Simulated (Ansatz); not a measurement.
MoS2 (3R-MoS2 type), relaxed with r2SCAN+rVV10, was run in Ansatz 0.2.0 under altered settings. All numbers are computed, without spin polarisation but where a row says otherwise.

```
CELL_PARAMETERS angstrom
1.58759 0.91660 6.19394
-1.58759 0.91660 6.19394
0.00000 -1.83319 6.19394
ATOMIC_POSITIONS crystal
Mo 0.99999 0.99999 0.99999
S 0.41700 0.41700 0.41700
S 0.24968 0.24968 0.24968
```

The base run's other keys:
```yaml
kpoints:
  mp_grid: { grid: [4, 4, 4] }
hamiltonian:
  xc: hse06
scf:
  occupations: { method: fixed }
  n_extra_bands: 4
```

It takes 18 iterations with 1035 plane waves at 420 eV and 13 k points, and leaves a mean stress of -2.77 GPa. The gap over this mesh is 1.752 eV. It ran on 4 threads of Intel(R) Xeon(R) Platinum 8375C CPU @ 2.90GHz (Ice Lake) (shared host).

Outcomes, with energy and stress as changes against the base:
```csv
setting,outcome,ΔF (meV/atom),Δ mean stress (GPa),gap on the mesh (eV),iterations,wall time
scf.exx.ecutfock_ratio: 2,converged,0.0,0.0,1.752,18,12 s
"PBE hybrid, exx coeff 0.4, omega 0.5 1/Å",converged,–,-0.6,1.554,19,13 s
"PBE hybrid, exx coeff 1.5, unscreened",refused,–,–,–,–,0.03 s
"PBE hybrid, exx coeff 0.15, omega 0.2078 1/Å",converged,–,+1.9,1.535,15,12 s
scf.mixing.beta: 0.005,converged,0.0,0.0,1.752,21,13 s
scf.mixing.ndim: 1,not converged,–,–,–,76,13 s
```
A dash marks a value that wasn't obtained or can't be compared. Stress is positive in compression. The base took 13 s.

- PBE hybrid, exx coeff 0.4, omega 0.5 1/Å. That is 40 % exact exchange, screened with ω = 0.5 1/Å, against HSE06's 25 % screened at 0.208 1/Å. The mean stress moves by -0.6 GPa and the gap on the mesh by -0.199 eV (to 1.554). Totals of different functionals aren't comparable.
- PBE hybrid, exx coeff 1.5, unscreened. The input is refused before any iteration. Error: invalid value for `hamiltonian.xc.exx.coeff`: must be finite and in (0, 1]; got 1.5
- PBE hybrid, exx coeff 0.15, omega 0.2078 1/Å. That is 15 % exact exchange, screened with ω = 0.2078 1/Å, against HSE06's 25 % screened at 0.208 1/Å. The mean stress moves by +1.9 GPa and the gap on the mesh by -0.218 eV (to 1.535). Totals of different functionals aren't comparable.
- scf.mixing.ndim: 1. The calculation stopped without meeting its thresholds. It stopped after 76 iterations; the base needs 18. Nothing that it printed is a property of the solid. Error: did not converge after 76 iterations: dr2 = 1.30e3 (threshold 1.00e-7), under the density mixer `msr1`, which `scf.mixing.algorithm: auto` chose by the deck's other keys (type `scf.mixing.algorithm: msr1` to keep it); this SCF is the semilocal warm-up of a hybrid solve, ahead of its exchange loop […]

Within 1 meV an atom, 0.1 GPa and 0.005 eV of the base stay: scf.exx.ecutfock_ratio: 2; scf.mixing.beta: 0.005.

Spin-orbit coupling is left out.

The stress of a hybrid is loosely converged in these runs.

The meshes of the hybrids are coarse, so their gaps aren't converged to the digits shown.
